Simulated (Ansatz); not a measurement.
An Ansatz input and the part of its output that reports the observables at the nuclei.

The cell is a structure deposited in the COD, relaxed with PBE at fixed cell and then changed (z compressed by 2 %, ions relaxed).

```yaml
crystal:
  lattice:
    - [5.1849992558, 0.0, 0.0]
    - [-2.5924996279, 4.4903410741, 0.0]
    - [0.0, 0.0, 2.84984]
  atoms:
    - { symbol: Ta, position: [0.0, 0.0, 0.0], spin: 2.0 }
    - { symbol: Ta, position: [0.3333333333, 0.6666666667, 0.5], spin: 2.0 }
    - { symbol: Ta, position: [0.6666666667, 0.3333333333, 0.5], spin: 2.0 }
    - { symbol: "N", position: [0.5, 0.0, 0.0] }
    - { symbol: "N", position: [0.5, 0.5, 0.0] }
    - { symbol: "N", position: [0.0, 0.5, 0.0] }
magnetization:
  spin_polarized: true
kpoints:
  mp_grid: { grid: [10, 10, 16] }
scf:
  occupations: { method: fermi_dirac, width: 0.05 }
hamiltonian:
  xc: pbe
  pseudopotentials: { kind: paw }
output:
  forces: true
  stress: true
  populations: true
  efg:
    quadrupole_moments_barn: { Ta: 3.17, "N": 0.02044 }
    contact_densities: true
relax:
  f_tol: 0.02
  max_steps: 60
```

```sh
ansatz run input.yaml --threads 1 --pin off --max-ram 3072MiB --backend cpu --events-out ev --progress --plain --runs-dir out
```

The run relaxes the ions first, and the block belongs to the relaxed positions.

Of the output, the block on the nuclei alone is shown; the set-up, the SCF iterations, energies, forces and stress are cut.

```
--- PAW observables at the nuclei: V_zz in 10²¹ V/m², potentials from the cell's mean, atoms counted from 1 ---
  atom   1  Ta V_zz =   -48.982470   η = 0.0000   by run symmetry: allowed   C_q = -3754.5190 MHz
            electrostatic potential = -14499.952554 V   contact ρ = 8154419.908768 e/Å³   contact ρ_s (e/Å³): all electrons +0.000024, valence +0.000021
  atom   2  Ta V_zz =   -40.292758   η = 0.0000   by run symmetry: allowed   C_q = -3088.4503 MHz
            electrostatic potential = -14500.425143 V   contact ρ = 8154476.636556 e/Å³   contact ρ_s (e/Å³): all electrons -0.000004, valence -0.000012
  atom   3  Ta V_zz =   -40.292758   η = 0.0000   by run symmetry: allowed   C_q = -3088.4503 MHz
            electrostatic potential = -14500.425143 V   contact ρ = 8154476.636556 e/Å³   contact ρ_s (e/Å³): all electrons -0.000004, valence -0.000012
  atom   4  N  V_zz =    +3.025754   η = 0.6222   by run symmetry: allowed   C_q = +1.4954 MHz
            electrostatic potential = -529.546560 V   contact ρ = 1414.569158 e/Å³   contact ρ_s (e/Å³): all electrons +0.000003, valence +0.000004
  atom   5  N  V_zz =    +3.025754   η = 0.6222   by run symmetry: allowed   C_q = +1.4954 MHz
            electrostatic potential = -529.546560 V   contact ρ = 1414.569158 e/Å³   contact ρ_s (e/Å³): all electrons +0.000003, valence +0.000004
  atom   6  N  V_zz =    +3.025754   η = 0.6222   by run symmetry: allowed   C_q = +1.4954 MHz
            electrostatic potential = -529.546560 V   contact ρ = 1414.569158 e/Å³   contact ρ_s (e/Å³): all electrons +0.000003, valence +0.000004
```

The relaxation (1 step) took 33 s of wall time (32 s of CPU time) and 0.83 GiB at its peak, on 1 thread of Intel Xeon 6975P-C (Granite Rapids) (x86_64; 16 cores open to the job, memory cap 3.0 GiB, no GPU), a shared host with a load of 0.5 a core.

With no gap above 0.1 eV, as in a metal, the gradients converge slowly in k; expect changes of a tenth or more on a denser mesh. Without spin–orbit coupling the gradients at and beside Ta can be off by some per cent, at some sites by more. With these PAW files V_zz is typically within 2 to 3 % of all-electron values, but misses above 10 % occur on Ta. At this changed cell the PBE pressure is 19 GPa. The start moments die out, and the run ends without spin.
